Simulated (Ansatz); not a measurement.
Level of theory: Ansatz, DFT PBE, scalar-relativistic, plane waves, PAW. Settings: cutoff 420 eV, Γ-centred meshes spaced at most about 0.3 Å⁻¹, and about 0.25 Å⁻¹ or finer for metals (2π included), Gaussian smearing. No spin polarisation.

These are static total energies at zero pressure.

Two relaxed structures of Zn₄Se:

A.

```
CELL_PARAMETERS angstrom
4.63069 0.00000 0.00000
0.00000 4.63069 0.00000
0.00000 0.00000 4.63069
ATOMIC_POSITIONS crystal
Zn 0.30316 0.30316 0.30316
Zn 0.69684 0.69684 0.30316
Zn 0.30316 0.69684 0.69684
Zn 0.69684 0.30316 0.69684
Se 0.00000 0.00000 0.00000
```

B.

```
CELL_PARAMETERS angstrom
-2.59495 2.59495 3.87043
2.59495 -2.59495 3.87043
2.59495 2.59495 -3.87043
ATOMIC_POSITIONS crystal
Zn 0.33490 0.33490 0.00000
Zn 0.66510 0.66510 0.00000
Zn 0.50000 0.00000 0.50000
Zn 0.00000 0.50000 0.50000
Se 0.00000 0.00000 0.00000
```

Question: Which would you expect to be lower, and how large is the difference?

Answer: A is lower, by 166 meV/atom. A has space group P-43m (No. 215), 19.9 Å³/atom and no gap on its mesh; B has space group I4/mmm (No. 139), 20.9 Å³/atom and no gap. Counting Zn atoms around Se (those within 1.25 times the shortest such distance or 1.15 times the sum of covalent radii), A has Se 4 and B has Se 6. The denser one is the lower, and pressure would at first widen the difference. Even the lower one lies +0.08 eV/atom against the reference forms of the elements (uncorrected), so neither is stable at this level. In A, Zn is surrounded by 1 Se at 2.43 Å and 3 Zn at 2.58 Å; around Se lie 4 Zn at 2.43 Å. In B, Zn on a site of symmetry 4mm has 1 Zn at 2.56 Å, 1 Se at 2.59 Å and 4 Zn at 2.89 Å; Zn on a site of symmetry mmm is surrounded by 2 Se at 2.59 Å and 4 Zn at 2.89 Å; around Se lie 6 Zn at 2.59 Å. Both come from invented guesses.

Cells relaxed within their symmetry can be saddle points.
